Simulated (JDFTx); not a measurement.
InAs:

```
In As
1.0
     0.00000    3.01800    3.01800
     3.01800    0.00000    3.01800
     3.01800    3.01800    0.00000
In As
1 1
Cartesian
  0.0000 0.0000 0.0000
  4.5270 4.5270 4.5270
```

Base run:

| Property | Result |
| --- | --- |
| Program | JDFTx 1.7.0 (patched build) |
| Functional | TASK |
| Potentials or basis | SG15-PBE-1.2 |
| Cutoff | 1088 eV |
| Density cutoff | 8708 eV |
| k mesh | 6 × 6 × 6 |
| Occupations | fermi-dirac, width 0.05 eV |
| Spin | no spin polarisation |

Its results: band gap on the k mesh none (metal or under the smearing width); pressure 3.7 GPa.

Task: The run is repeated on the same cell with these changes: functional from TASK to r2SCAN. What comes out?

Result: Band gap on the k mesh none (metal or under the smearing width); pressure 1.8 GPa.

Caveats: the potentials were made for another functional, which shifts forces and pressure; this crystal is a semiconductor, whose small gap the functional closes, so the metal is an error of the method (some runs).
